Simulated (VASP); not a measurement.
# Settings for Pd: energy difference of two geometries

Pd, Fm-3m (no. 225), 1 atom in the cell. RSCAN, energy difference of two geometries; PAW potentials Pd (PBE set). VASP 6.6.1.

Wanted: energy difference within 2.5 meV/atom.

What the run is for: energy difference; Accuracy asked: screening; Second geometry: volume scaled by 1.06.

The series start from Plane-wave cutoff (eV): 320; Smearing width (eV): 0.03; k-point mesh: 16 × 16 × 16; Precision mode (PREC): Accurate; Electronic threshold (eV): 1e-6; Aspherical gradient terms in the spheres (LASPH): yes. Each series keeps the choices made before it, and each single choice may use up half of a tolerance. Times cover all steps of a run.

## Plane-wave cutoff (eV)

| Plane-wave cutoff (eV) | Energy difference (meV/atom) | Time (s) |
|---|---|---|
| 200 | 25.5 | 17 |
| 250 | 15.2 | 20 |
| 290 | 15.7 | 25 |
| 320 | 15.5 | 25 |
| 380 | 15.9 | 55 |
| 440 | 16.2 | 76 |
| 520 | 16.3 | 63 |
| 650 (reference) | 16.5 | 61 |

Chosen: 290, the loosest value from which every tighter one stays within half of the tolerance.

## Smearing width (eV)

| Smearing width (eV) | Energy difference (meV/atom) | Time (s) |
|---|---|---|
| 0.15 | 14.2 | 22 |
| 0.1 | 14.9 | 23 |
| 0.07 | 15.3 | 23 |
| 0.05 | 15.5 | 23 |
| 0.03 | 15.7 | 25 |
| 0.02 (reference) | 15.7 | 23 |

Chosen: 0.1.

## k-point mesh

| k-point mesh | Energy difference (meV/atom) | Time (s) |
|---|---|---|
| 5 × 5 × 5 | 0.0 | 9.0 |
| 7 × 7 × 7 | 12.2 | 11 |
| 8 × 8 × 8 | 11.9 | 9.6 |
| 10 × 10 × 10 | 16.5 | 12 |
| 13 × 13 × 13 | 15.2 | 16 |
| 16 × 16 × 16 | 14.9 | 23 |
| 19 × 19 × 19 | 14.7 | 29 |
| 23 × 23 × 23 | 15.4 | 42 |
| 27 × 27 × 27 (reference) | 15.2 | 63 |

Chosen: 13 × 13 × 13.

## Precision mode (PREC)

| Precision mode (PREC) | Energy difference (meV/atom) | Time (s) |
|---|---|---|
| SingleN | 12.9 | 12 |
| Normal | 15.0 | 11 |
| Single | 14.9 | 16 |
| Accurate (reference) | 15.2 | 16 |

Chosen: Normal.

## Electronic threshold (eV)

| Electronic threshold (eV) | Energy difference (meV/atom) | Time (s) |
|---|---|---|
| 0.001 | 15.0 | 7.4 |
| 0.0001 | 15.0 | 8.0 |
| 1e-5 | 15.0 | 9.2 |
| 1e-6 | 15.0 | 11 |
| 1e-7 (reference) | 15.0 | 12 |

Chosen: 0.001.

## Aspherical gradient terms in the spheres (LASPH)

| Aspherical gradient terms in the spheres (LASPH) | Energy difference (meV/atom) | Time (s) |
|---|---|---|
| yes | 15.0 | 7.4 |
| no | 14.9 | 4.2 |

Chosen: yes; no would be accurate enough too and is faster here.

## All choices together

| Input | Energy difference (meV/atom) | Time (s) |
|---|---|---|
| the program's defaults (naive) | 22.7 | 2.2 |
| chosen settings | 15.0 | 7.4 |
| reference settings throughout | 16.7 | 260 |

The tolerance is met.

## The input

INCAR:
```
SYSTEM = Pd
METAGGA = RSCAN
ISMEAR = -1
SIGMA = 0.1
LWAVE = .False.
LCHARG = .False.
ISIF = 2
PREC = Normal
LASPH = .True.
LREAL = .False.
ALGO = Normal
EDIFF = 0.001
NELM = 120
GGA_COMPAT = .False.
ENCUT = 290
LMIXTAU = .True.
```

KPOINTS:
```
Automatic mesh
0
Gamma
  13 13 13
  0 0 0
```

POSCAR.step1:
```
Pd
1.0
    0.0000000000      1.9465000000      1.9465000000
    1.9465000000      0.0000000000      1.9465000000
    1.9465000000      1.9465000000      0.0000000000
Pd
1
Direct
    0.0000000000      0.0000000000      0.0000000000
```

POSCAR.step2:
```
Pd
1.0
    0.0000000000      1.9846763588      1.9846763588
    1.9846763588      0.0000000000      1.9846763588
    1.9846763588      1.9846763588      0.0000000000
Pd
1
Direct
    0.0000000000      0.0000000000      0.0000000000
```

Commands (each step's output is kept before the next begins):
```
cat potpaw_PBE.64/Pd/POTCAR > POTCAR
cp POSCAR.step1 POSCAR
mpirun -np 1 vasp_std > vasp.out
cp POSCAR.step2 POSCAR
mpirun -np 1 vasp_std > vasp.out
```

The chosen input took VASP 6.6.1 7.4 s on 1 core (Intel Xeon 6975P-C (Granite Rapids)), a shared host.

## An input that fails: smearing far too wide

It runs to its end, but against the unchanged starting input it is off by 5.2 meV/atom in the energy difference.

Changes against the starting input:
```
(all steps)
- ISMEAR = -1
- SIGMA = 0.03
- NELM = 120
+ ISMEAR = 0
+ SIGMA = 2.0
+ NELM = 95
```
